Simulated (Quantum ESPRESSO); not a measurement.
NiO:

```
Ni O
1.0
     0.00000    2.08590    2.08590
     2.08590    0.00000    2.08590
     2.08590    2.08590    0.00000
Ni O
1 1
Direct
  0.00000 0.00000 0.00000
  0.50000 0.50000 0.50000
```

Base run:

| Item | Value |
| --- | --- |
| Program | Quantum ESPRESSO 7.5 |
| Functional | LDA |
| Potentials or basis | PseudoDojo 0.4.1 SR LDA standard |
| Cutoff | 1333 eV |
| Density cutoff | 5333 eV |
| k mesh | 11 × 11 × 11 |
| Occupations | fermi-dirac, width 0.05 eV |
| Spin | collinear spin, ferromagnetic start |
| Starting moments | [1.0, 0.0] μB |

Its results: band gap on the k mesh none (metal or under the smearing width); pressure -20.4 GPa; net moment 0.33 μB per cell.

**Question.** The run is repeated on the same cell with these changes: functional from LDA to PBE; potentials or basis from PseudoDojo 0.4.1 SR LDA standard to PseudoDojo 0.4.1 SR PBE standard. What comes out?

**Answer.** Band gap on the k mesh none (metal or under the smearing width); pressure -2.2 GPa; net moment 0.00 μB per cell.

Caveats: semilocal functionals often make such compounds metallic where correlation or magnetic order opens a gap, which also shifts bond lengths; so large a pressure means that the cell lies far from this level's equilibrium, or that cutoff or potentials fall short (some runs).
